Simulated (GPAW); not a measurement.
Runs of GPAW 26.7.0 on CuI (Marshite). It takes space group F-43m (No. 216, cubic). Conventional cell: a = 6.063 Å, b = 6.063 Å, c = 6.063 Å, α = 90.00°, β = 90.00°, γ = 90.00°. Around I (site symmetry -43m) lie 4 Cu at 2.63 Å. Around Cu (site symmetry -43m) lie 4 I at 2.63 Å. 

```csv
task,level,potentials or basis,spin,U,eigensolver,band path,band points,spin axis theta (degrees),spin axis phi (degrees),gap on the mesh (eV),pressure (GPa)
band structure,TPSS,"GPAW PAW data sets (gpaw-data 1.2.1), pw","SOC, no magnetisation",-,davidson,"GXWKGLUWLK,UX",100,54.7,45,1.10,0.3
band structure,optB88-vdW,"GPAW PAW data sets (gpaw-data 1.2.1), pw","SOC, no magnetisation",-,-,"GXWKGLUWLK,UX",100,0,0,1.00,-
band structure,LDA,"the program's PAW data sets (release 1.2.1) made for this functional, newer versions, pw",off,-,-,"GXWKGLUWLK,UX",60,-,-,0.95,(a)
single point,TB-mBJ,"GPAW PAW data sets for LDA (gpaw-data 1.2.1), pw",off,-,-,-,-,-,-,(b),-
band structure,SCAN,"GPAW PAW data sets (gpaw-data 1.2.1), pw","SOC, no magnetisation",-,-,"GXWKGLUWLK,UX",80,0,0,1.29,-0.8
band structure,BEEF-vdW,"GPAW PAW data sets (gpaw-data 1.2.1), pw","SOC, no magnetisation",-,-,"GXWKGLUWLK,UX",100,0,0,1.17,-
```

Alike in all rows: cell as given; k mesh 6 × 6 × 6; cutoff (eV) 600; smearing fermi-dirac 0.05 eV.

Task: Estimate the missing entries.

Result: (a) -4.5; (b) 2.18.

Caveats: the PAW data sets were made with another functional, which shifts forces and pressure a little (some runs); spin-orbit coupling was added after a scalar SCF, so levels and gaps hold it while energy, forces, pressure and moments don't (some runs); this program's spin-orbit splittings come out too wide for heavy elements (some runs); with this Cu data set, volumes or pressures lay over 1.5 % or 2 GPa off other programs in two to four cells of ten (some runs); spin-orbit coupling is left out, which moves the levels of the heavy elements (some runs); a model potential gives levels but no total energy (some runs).

A k mesh can miss the band edges, and rows without SOC leave out spin-orbit coupling on I.

Runs at the PBE level aren't shown here.
